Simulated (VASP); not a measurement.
Wanted: the native input for a VASP 6.6.1 run.

```
Task                   : work function
Functional             : PBE
Potentials or basis    : VASP PAW PBE potentials, release 64 (Ga_d)
Cutoff                 : 520 eV
k mesh                 : 7 × 7 × 1
Occupations            : fermi-dirac, width 0.05 eV
Spin                   : no spin polarisation
Dipole correction      : yes
Further INCAR settings : ALGO = Fast; EDIFF = 1e-06; EFIELD = 0.3
```

The structure of Ga lies in POSCAR:

```
Ga
1.0
    4.3304700000      0.0000000000      0.0000000000
   -2.1652300000      3.7503000000      0.0000000000
    0.0000000000      0.0000000000     23.8000000000
Ga
2
Direct
    0.3333300000      0.6666700000      0.2941200000
    0.6666700000      0.3333300000      0.2941200000
```

The cell was built by a generator and needn't be a form met in nature.

One way to write it, as run:

INCAR

```
SYSTEM = Ga
PREC = Accurate
ENCUT = 520
EDIFF = 1E-6
ISMEAR = -1
SIGMA = 0.05
LREAL = .False.
LASPH = .True.
NELM = 100
ALGO = Fast
ISIF = 2
LWAVE = .False.
LCHARG = .False.
LDIPOL = .True.
IDIPOL = 3
DIPOL = 0.5 0.5 0.294
GGA = PE
EFIELD = 0.3
LVHAR = .True.
LVACPOTAV = .True.
```

KPOINTS

```
Automatic mesh
0
Gamma
  7 7 1
  0 0 0
```

Potentials or basis: VASP PAW PBE potentials, release 64 (Ga_d).

Command:

```bash
$ cat potpaw_PBE.64/Ga_d/POTCAR > POTCAR
$ mpirun -np 1 vasp_std > vasp.out
```

It gave:

| Property | Result |
| --- | --- |
| Band gap on the k mesh | none (metal or under the smearing width) |

It took 66 s on 1 thread of Intel(R) Xeon(R) 6975P-C (Granite Rapids) (shared host), peak memory 0.44 GiB.
